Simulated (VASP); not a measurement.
**Cl: electric field gradients with r2SCAN**

The system is Cl.

```xyz
4
Lattice="3.1450 -2.2500 0.0000 3.1450 2.2500 0.0000 0.0000 0.0000 8.2100" Properties=species:S:1:pos:R:3 pbc="T T T"
Cl    3.1450   -1.6650    0.8210
Cl    3.1450   -0.5850    4.9260
Cl    3.1450    1.6650    7.3890
Cl    3.1450    0.5850    3.2840
```

```yaml
Program: VASP 6.6.1
Task: electric field gradients
Functional: r2SCAN
Potentials_or_basis: VASP PAW PBE potentials, release 64 (Cl)
Cutoff: 520 eV
k_mesh: 6 × 6 × 3
Occupations: fermi-dirac, width 0.02 eV
Spin: no spin polarisation
Further_INCAR_settings: ALGO = Normal; EDIFF = 1e-07
```

- Pressure: -1.1 GPa
- Largest force: 0.381 eV/Å
- Band gap on the k mesh: 2.89 eV, indirect (least direct gap 2.95 eV)

Forces on the atoms (eV/Å):
```
Cl   0.000 -0.278 -0.259
Cl   0.000  0.278 -0.259
Cl   0.000  0.278  0.259
Cl   0.000 -0.278  0.259
```

Stress tensor (GPa, compression positive):
```
 0.05  0.00  0.00
 0.00 -1.23  0.00
 0.00  0.00 -2.10
```

Levels at points of the mesh, in eV from the valence-band top:
| k point | band 10 | band 11 | band 12 | band 13 | band 14 | band 15 | band 16 | band 17 | band 18 |
| --- | --- | --- | --- | --- | --- | --- | --- | --- | --- |
| (0.00, 0.00, 0.00) | -2.24 | -0.70 | -0.40 | -0.15 | -0.06 | 2.89 | 3.46 | 7.61 | 8.22 |
| (0.50, 0.00, 0.00) | -2.54 | -0.50 | -0.50 | -0.14 | -0.14 | 3.26 | 3.26 | 9.00 | 9.00 |
| (0.50, 0.50, 0.00) | -2.91 | -0.97 | -0.90 | -0.36 | 0.00 | 2.96 | 3.15 | 9.26 | 9.38 |

Electric field gradients, principal values (V/Å²):
```csv
atom,Vxx,Vyy,Vzz
1 Cl,-258.827,-284.408,543.235
2 Cl,-258.827,-284.408,543.235
3 Cl,-258.827,-284.408,543.235
4 Cl,-258.827,-284.408,543.235
```

It took 3.5 min on 1 thread of Intel(R) Xeon(R) Platinum 8375C CPU @ 2.90GHz (Ice Lake) (shared host), peak memory 0.24 GiB.

Caveat: the PAW data sets were made with another functional, which shifts forces and pressure a little; an odd mesh through Γ misses points on the zone boundary, where band edges often lie. r2SCAN opens gaps a little over a GGA but as a rule still falls short of measured ones.
